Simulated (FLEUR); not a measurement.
## PbO (Litharge) under changes of volume

One of the cells (19.940 Å³/atom); the others are scaled copies at fixed shape and fractional positions:

```
Pb O
1.0
     3.99000    0.00000    0.00000
     0.00000    3.99000    0.00000
     0.00000    0.00000    5.01000
Pb O
2 2
Direct
  0.50000 0.00000 0.76000
  0.00000 0.50000 0.24000
  0.50000 0.50000 0.00000
  0.00000 0.00000 0.00000
```

```yaml
Program: FLEUR MaX-R8.1 (later development tree)
Functional: LDA
Potentials_or_basis: all-electron
Basis: FLAPW
Kmax: 4.62 1/bohr
k_mesh: 7 × 7 × 6
Occupations: fermi-dirac, width 0.05 eV
Spin: no spin polarisation
```

```csv
volume (Å³/atom),energy over the lowest point (meV/atom),gap on the mesh (eV)
18.744,1.92,1.29
19.142,0.00,1.33
19.940,9.89,1.39
20.738,34.90,1.44
21.136,?,?
```

What does the run at 21.136 Å³/atom give?

Energy over the lowest point 52.11 meV/atom; gap on the mesh 1.46 eV.

Worked out: A Birch-Murnaghan fit of order 2 (a polynomial in V^(-2/3)) to the other rows has its minimum at 19.10 Å³/atom with B0 = V·E''(V) = 91 GPa at fixed shape and positions, which overstates the stiffness. It gives 52.18 meV/atom at 21.136 Å³/atom, against the run's 52.11. A straight line through the other rows of the gap, of slope 1.47 eV per unit of ln V, extrapolates to 1.47 eV, against the run's 1.46.

Energies are extrapolated to zero smearing.

Caveats: spin-orbit coupling is left out, which as a rule narrows the gap of such compounds by several tenths of an eV; an odd mesh through Γ misses points on the zone boundary, where band edges often lie.
